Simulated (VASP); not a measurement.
# MgO (Fm-3m) in VASP: band structure with PBE

Aim: the band structure of MgO with PBE.

Program: VASP 6.6.1. These are calculated values, not measurements. Logs are shortened: lines on timing, memory, paths and dates and some standing lists are left out, and cuts for length are marked.

**Experimental background.**

From “Electronic structure of alkaline earth and post-transition metal oxides”, 2009, arxiv:0908.1581, for a bulk crystal of MgO: band gap 7.83 eV.

The runs below are set against these values where they give the same quantity.

## 1. The crystal as given

It takes space group Fm-3m (No. 225, cubic). Conventional cell: a = 4.217 Å, b = 4.217 Å, c = 4.217 Å, α = 90.00°, β = 90.00°, γ = 90.00°. Mg (site symmetry m-3m) has 6 O at 2.11 Å as nearest neighbours. O (site symmetry m-3m) has 6 Mg at 2.11 Å as nearest neighbours.

## 2. Band structure, PBE

Input file POSCAR:

```
MgO
1.0
    0.0000000000      2.1085000000      2.1085000000
    2.1085000000      0.0000000000      2.1085000000
    2.1085000000      2.1085000000      0.0000000000
Mg O
1 1
Direct
    0.0000000000      0.0000000000      0.0000000000
    0.5000000000      0.5000000000      0.5000000000
```

Input file INCAR.step1:

```
SYSTEM = MgO
  PREC = Accurate
  ENCUT = 520
  EDIFF = 1E-7
  ISMEAR = 0
  SIGMA = 0.02
  LREAL = .FALSE.
  LASPH = .TRUE.
  NELM = 100
  ALGO = Normal
  ISIF = 2
  LWAVE = .FALSE.
  LCHARG = .TRUE.
  GGA = PE
  NBANDS = 11
```

Input file KPOINTS.step1:

```
Automatic mesh
0
G
  10 10 10
  0 0 0
```

Input file INCAR.step2:

```
SYSTEM = MgO
  PREC = Accurate
  ENCUT = 520
  EDIFF = 1E-7
  ISMEAR = 0
  SIGMA = 0.05
  LREAL = .FALSE.
  LASPH = .TRUE.
  NELM = 100
  ALGO = Normal
  ISIF = 2
  LWAVE = .FALSE.
  LCHARG = .FALSE.
  GGA = PE
  NBANDS = 11
  ICHARG = 11
```

Input file KPOINTS.step2:

```
path GXWKGLUWLK,UX
20
line-mode
reciprocal
 0.0000000000  0.0000000000  0.0000000000  G
 0.5000000000  0.0000000000  0.5000000000  X

 0.5000000000  0.0000000000  0.5000000000  X
 0.5000000000  0.2500000000  0.7500000000  W

 0.5000000000  0.2500000000  0.7500000000  W
 0.3750000000  0.3750000000  0.7500000000  K

 0.3750000000  0.3750000000  0.7500000000  K
 0.0000000000  0.0000000000  0.0000000000  G

 0.0000000000  0.0000000000  0.0000000000  G
 0.5000000000  0.5000000000  0.5000000000  L

 0.5000000000  0.5000000000  0.5000000000  L
 0.6250000000  0.2500000000  0.6250000000  U

 0.6250000000  0.2500000000  0.6250000000  U
 0.5000000000  0.2500000000  0.7500000000  W

 0.5000000000  0.2500000000  0.7500000000  W
 0.5000000000  0.5000000000  0.5000000000  L

 0.5000000000  0.5000000000  0.5000000000  L
 0.3750000000  0.3750000000  0.7500000000  K

 0.6250000000  0.2500000000  0.6250000000  U
 0.5000000000  0.0000000000  0.5000000000  X
```

Potentials or basis: VASP PAW PBE potentials, release 64 (Mg, O).

Run with:

```sh
$ cat potpaw_PBE.64/Mg/POTCAR potpaw_PBE.64/O/POTCAR > POTCAR
$ cp INCAR.step1 INCAR
$ cp KPOINTS.step1 KPOINTS
$ mpirun -np 1 vasp_std > vasp.out
$ cp INCAR.step2 INCAR
$ cp KPOINTS.step2 KPOINTS
$ mpirun -np 1 vasp_std > vasp.out
```

OUTCAR:

```text
SYSTEM = MgO
   PREC = Accurate
   ENCUT = 520
   EDIFF = 1E-7
   ISMEAR = 0
   LREAL = .FALSE.
   LASPH = .TRUE.
   NELM = 100
   ISIF = 2
   GGA = PE
   ICHARG = 11

 ion  position               nearest neighbor table
   1  0.000  0.000  0.000-   2 2.11   2 2.11   2 2.11   2 2.11   2 2.11   2 2.11
   2  0.500  0.500  0.500-   1 2.11   1 2.11   1 2.11   1 2.11   1 2.11   1 2.11

  LATTYP: Found a face centered cubic cell.
 ALAT       =     4.2170000000

  Lattice vectors:

 A1 = (   0.0000000000,   2.1085000000,   2.1085000000)
 A2 = (   2.1085000000,   0.0000000000,   2.1085000000)
 A3 = (   2.1085000000,   2.1085000000,   0.0000000000)

Analysis of symmetry for initial positions (statically):
=====================================================================
 Subroutine PRICEL returns:
 Original cell was already a primitive cell.

 Routine SETGRP: Setting up the symmetry group for a
 face centered cubic supercell.

 Subroutine GETGRP returns: Found 48 space group operations
 (whereof 48 operations were pure point group operations)
 out of a pool of 48 trial point group operations.

The static configuration has the point symmetry O_h .

Analysis of symmetry for dynamics (positions and initial velocities):
=====================================================================
 Subroutine PRICEL returns:
 Original cell was already a primitive cell.

 Routine SETGRP: Setting up the symmetry group for a
 face centered cubic supercell.

 Subroutine GETGRP returns: Found 48 space group operations
 (whereof 48 operations were pure point group operations)
 out of a pool of 48 trial point group operations.

The dynamic configuration has the point symmetry O_h .

 Subroutine INISYM returns: Found 48 space group operations
 (whereof 48 operations are pure point group operations),
 and found     1 'primitive' translations

----------------------------------------------------------------------------------------

                                     Primitive cell

  volume of cell :      18.7478

  direct lattice vectors                    reciprocal lattice vectors
     0.000000000  2.108500000  2.108500000    -0.237135404  0.237135404  0.237135404
     2.108500000  0.000000000  2.108500000     0.237135404 -0.237135404  0.237135404
     2.108500000  2.108500000  0.000000000     0.237135404  0.237135404 -0.237135404

  length of vectors
     2.981869296  2.981869296  2.981869296     0.410730569  0.410730569  0.410730569
[... 83 lines left out ...]
   POTIM  = 0.5000    time-step for ionic-motion
   TEBEG  =    0.0;   TEEND  =   0.0 temperature during run
   PSTRESS=    0.0 pullay stress
   NELECT =       8.0000    total number of electrons
   NUPDOWN=      -1.0000    fix difference up-down
   EMIN   =  10.00;   EMAX   =-10.00  energy-range for DOS
   EFERMI =   0.00;   METHOD = LEGACY
   ISMEAR =     0;   SIGMA  =   0.05  broadening in eV -4-tet -1-fermi 0-gaus
   EFERMI_NEDOS =   21; number of points for ismear=-14 and -15
   IALGO  =     38    algorithm
   IMIX   =      4    mixing-type and parameters
     AMIX     =   0.40;   BMIX     =  1.00
     AMIX_MAG =   1.60;   BMIX_MAG =  1.00
  volume/ion in A,a.u.               =       9.37        63.26
  Fermi-wavevector in a.u.,A,eV,Ry     =   1.232503  2.329092 20.668107  1.519063
  Thomas-Fermi vector in A             =   2.367270
   LORBIT       =      0    0 simple, 1 ext, 2 COOP (PROOUT), +10 PAW based schemes
   GGA     = PE    functional components
   LHFCALC =     F    Hartree Fock is set to
   AEXX    =    0.0000 exact exchange contribution
   IVDW    =     0    specifies the selected vdW correction
   LEPSILON=     F    determine dielectric tensor
   LRPA    =     F    only Hartree local field effects (RPA)
 non-spin polarized calculation
 Gauss-broadening in eV      SIGMA  =   0.05
  energy-cutoff  :      520.00
  volume of cell :       18.75
 maximum number of plane-waves:       531
 NGX is ok and might be reduce to    24

 number of electron       8.0000005 magnetization

 Free energy of the ion-electron system (eV)
  ---------------------------------------------------
  ext. energy  EPLUGINS =         0.00000000
  ---------------------------------------------------
  free energy    TOTEN  =       -12.07294543 eV

  energy without entropy =      -12.07294543  energy(sigma->0) =      -12.07294543

 E-fermi :   3.3935     XC(G=0): -11.0620

 val. band max:        3.1605543490   @ k =   0.0000   0.0000   0.0000
 cond. band min:       7.8528966070   @ k =   0.0000   0.0000   0.0000
 fundamental gap:      4.6923422580
 Fermi energy:         3.3935350769

 k-point     1 :       0.0000    0.0000    0.0000
  band No.  band energies     occupation
      1     -14.0849      2.00000
      2       3.1606      2.00000
      3       3.1606      2.00000
      4       3.1606      2.00000
      5       7.8529      0.00000
      6      18.9406      0.00000
      7      18.9406      0.00000
      8      18.9406      0.00000
      9      22.8479      0.00000
     10      24.6176      0.00000
     11      24.6176      0.00000
[... 309 lines left out ...]
 k-point    24 :       0.5000    0.0395    0.5395
  band No.  band energies     occupation
      1     -12.5491      2.00000
      2      -0.8784      2.00000
      3       1.7556      2.00000
      4       1.7906      2.00000
      5      12.3746      0.00000
      6      13.1880      0.00000
      7      16.1903      0.00000
      8      21.8700      0.00000
      9      22.1429      0.00000
     10      28.5303      0.00000
     11      30.0440      0.00000

 [... further k-points ...]

------------------------ aborting loop because EDIFF is reached ----------------------------------------

  FORCE on cell =-STRESS in cart. coord.  units (eV):
  Direction    XX          YY          ZZ          XY          YZ          ZX
  --------------------------------------------------------------------------------------
  -------------------------------------------------------------------------------------
  Total        0.0503925      0.0503925      0.0503925     -0.0000000      0.0000000      0.0000000
  in kB        4.3065144      4.3065144      4.3065144     -0.0000000      0.0000000      0.0000000
  external PRESSURE =       4.3065144 kB  Pullay stress =       0.0000000 kB

 VOLUME and BASIS-vectors are now :
 -----------------------------------------------------------------------------
  energy-cutoff  :      520.00
  volume of cell :       18.75
      direct lattice vectors                 reciprocal lattice vectors
     0.000000000  2.108500000  2.108500000    -0.237135404  0.237135404  0.237135404
     2.108500000  0.000000000  2.108500000     0.237135404 -0.237135404  0.237135404
     2.108500000  2.108500000  0.000000000     0.237135404  0.237135404 -0.237135404

 POSITION                                       TOTAL-FORCE (eV/Angst)
 -----------------------------------------------------------------------------------
      0.00000      0.00000      0.00000         0.000000      0.000000     -0.000000
      2.10850      2.10850      2.10850        -0.000000     -0.000000      0.000000
 -----------------------------------------------------------------------------------
    total drift:                               -0.000000     -0.000000      0.000000

  FREE ENERGIE OF THE ION-ELECTRON SYSTEM (eV)
  ---------------------------------------------------
  free  energy   TOTEN  =       -12.0729454280 eV

  energy  without entropy=      -12.0729454280  energy(sigma->0) =      -12.07294543
```

OUTCAR.step1:

```text
SYSTEM = MgO
   PREC = Accurate
   ENCUT = 520
   EDIFF = 1E-7
   ISMEAR = 0
   LREAL = .FALSE.
   LASPH = .TRUE.
[... 559 lines left out ...]
      0.00000      0.00000      0.00000         0.000000      0.000000      0.000000
      2.10850      2.10850      2.10850        -0.000000     -0.000000      0.000000
 -----------------------------------------------------------------------------------
    total drift:                               -0.000000     -0.000000      0.000000

  FREE ENERGIE OF THE ION-ELECTRON SYSTEM (eV)
  ---------------------------------------------------
  free  energy   TOTEN  =       -11.9071285895 eV

  energy  without entropy=      -11.9071285895  energy(sigma->0) =      -11.90712859
```

OSZICAR.step1:

```text
N       E                     dE             d eps       ncg     rms          rms(c)
DAV:   1     0.159238926036E+02    0.15924E+02   -0.46155E+03  1138   0.649E+02
DAV:   2    -0.127677863445E+02   -0.28692E+02   -0.27362E+02  1185   0.137E+02
DAV:   3    -0.134652889919E+02   -0.69750E+00   -0.69676E+00  1261   0.186E+01
DAV:   4    -0.134668878327E+02   -0.15988E-02   -0.15988E-02  1127   0.104E+00
DAV:   5    -0.134668929336E+02   -0.51009E-05   -0.51009E-05  1193   0.580E-02    0.722E+00
DAV:   6    -0.119245183031E+02    0.15424E+01   -0.87975E+00  1073   0.163E+01    0.222E+00
DAV:   7    -0.119127481298E+02    0.11770E-01   -0.54840E-02  1115   0.210E+00    0.134E+00
DAV:   8    -0.119075148754E+02    0.52333E-02   -0.27905E-02  1079   0.188E+00    0.239E-01
DAV:   9    -0.119071361792E+02    0.37870E-03   -0.58098E-04  1166   0.168E-01    0.133E-01
DAV:  10    -0.119071267073E+02    0.94719E-05   -0.50889E-04  1142   0.166E-01    0.888E-03
DAV:  11    -0.119071287585E+02   -0.20513E-05   -0.25269E-06  1193   0.134E-02    0.556E-03
DAV:  12    -0.119071285878E+02    0.17077E-06   -0.63605E-07  1163   0.602E-03    0.489E-04
DAV:  13    -0.119071285895E+02   -0.17550E-08   -0.53204E-08   607   0.126E-03
   1 F= -.11907129E+02 E0= -.11907129E+02  d E =-.296058E-15
```

Wall time 16 s (1 thread of Intel Xeon Platinum 8559C (Emerald Rapids), shared host); peak memory 0.16 GiB.

What came out:

```yaml
Band_gap_on_the_k_mesh: 4.69 eV, direct
Band_gap_along_the_path: 4.69 eV, direct
```

Levels at the corners of the path, in eV from the valence-band top:
```tsv
point	band 2	band 3	band 4	band 5	band 6	band 7
Γ	0.00	0.00	0.00	4.69	15.78	15.78
X	-4.07	-1.34	-1.34	9.12	9.93	13.06
X	-4.07	-1.34	-1.34	9.12	9.93	13.06
W	-2.94	-2.94	-1.76	11.62	11.62	12.12
W	-2.94	-2.94	-1.76	11.62	11.62	12.12
K	-3.48	-2.70	-1.14	10.07	11.73	12.50
K	-3.48	-2.70	-1.14	10.07	11.73	12.50
Γ	0.00	0.00	0.00	4.69	15.78	15.78
Γ	0.00	0.00	0.00	4.69	15.78	15.78
L	-4.60	-0.65	-0.65	7.87	12.57	16.27
L	-4.60	-0.65	-0.65	7.87	12.57	16.27
U	-3.48	-2.70	-1.14	10.07	11.73	12.50
U	-3.48	-2.70	-1.14	10.07	11.73	12.50
W	-2.94	-2.94	-1.76	11.62	11.62	12.12
W	-2.94	-2.94	-1.76	11.62	11.62	12.12
L	-4.60	-0.65	-0.65	7.87	12.57	16.27
L	-4.60	-0.65	-0.65	7.87	12.57	16.27
K	-3.48	-2.70	-1.14	10.07	11.73	12.50
U	-3.48	-2.70	-1.14	10.07	11.73	12.50
X	-4.07	-1.34	-1.34	9.12	9.93	13.06
```

Caveat: the log is that of the step along the path at fixed density, whose energy, stress, charges and moments have no meaning.

## 3. How close it comes

Step 2. A measured gap of MgO is 7.83 eV (quoted in “Electronic structure of alkaline earth and post-transition metal oxides”, 2009, arxiv:0908.1581); the calculated 4.69 eV misses it by -3.14 eV. The value is that of PBE, without temperature or zero-point motion. Semilocal functionals fall short of measured gaps as a rule.
